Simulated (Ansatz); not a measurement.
## Mo (P6/mmm), an elastic constant from a strain scan

The calculation used DFT PBEsol, scalar-relativistic, plane waves, PAW (Ansatz 0.2.0). Cutoff 420 eV, Γ-centred 24×24×24 k-points, Gaussian smearing of 0.15 eV. No spin polarisation. Energies are free energies at this smearing, counted from the undisturbed cell; pressure is positive in compression.

Reference structure (relaxed at this level; with this scan's settings it stands at 0.1 GPa; this form isn't the usual structure):

```
Mo
1.0
     2.74234    0.00000    0.00000
    -1.37117    2.37493    0.00000
     0.00000    0.00000    2.49207
Mo
1
Direct
  0.00000 0.00000 0.50000
```

The cell is strained by ε times the Voigt pattern (0, 0, 0, 0, 1, 0) (xx, yy, zz, yz, xz, xy; engineering shear) with fractional coordinates fixed. The cell holds 1 atom in V0 = 16.23 Å³. The stress column is τ = (1/V0) dE/dε, got from the stress tensor σ (compression positive) at each point as −det(1 + εP) σ : P(1 + εP)⁻¹, with P the pattern as a tensor.

```
      ε  ΔE (meV/atom)  τ (GPa)
-0.0350         -5.622    3.175
-0.0300         -4.129    2.719
-0.0250         -2.867    2.265
-0.0200         -1.835    1.811
-0.0150         -1.032    1.358
-0.0100         -0.458    0.905
 0.0000          0.000    0.000
 0.0100         -0.458   -0.905
 0.0150         -1.032   -1.358
 0.0200         -1.835   -1.811
 0.0250         -2.867   -2.265
 0.0300         -4.129   -2.719
 0.0350         -5.622   -3.175
 0.0400              ?        ?
```

Question: Which combination of elastic constants does this scan measure, and how large is it?

Answer: For small ε, τ = τ0 + Kε with K = pᵀCp, which for this pattern is C55 in the Cartesian frame shown. The parabola through τ at ε = -0.0100, 0 and 0.0100 has slope K = -91 GPa at zero. The energies per cell, E = NΔE, of the same two points give K = 2[E(ε₊)/ε₊ − E(ε₋)/ε₋]/[(ε₊ − ε₋)V0] = -91 GPa, in agreement. K is negative: with the atoms carried along, the cell is unstable to this strain.

Question: Predict the withheld row at ε = 0.0400 from the harmonic law, and compare.

Answer: ΔE = V0(τ0 ε + Kε²/2)/N = -7.338 meV/atom and τ = -3.62 GPa. The calculation gives -7.346 meV/atom and -3.63 GPa, a miss of 0.01 meV/atom at most, so the harmonic law still holds here.

In a metal these slopes depend on the k mesh and the smearing.

Cost: 8 runs of about 5.5 core-minutes in all, on Arm Neoverse V1 (shared hosts).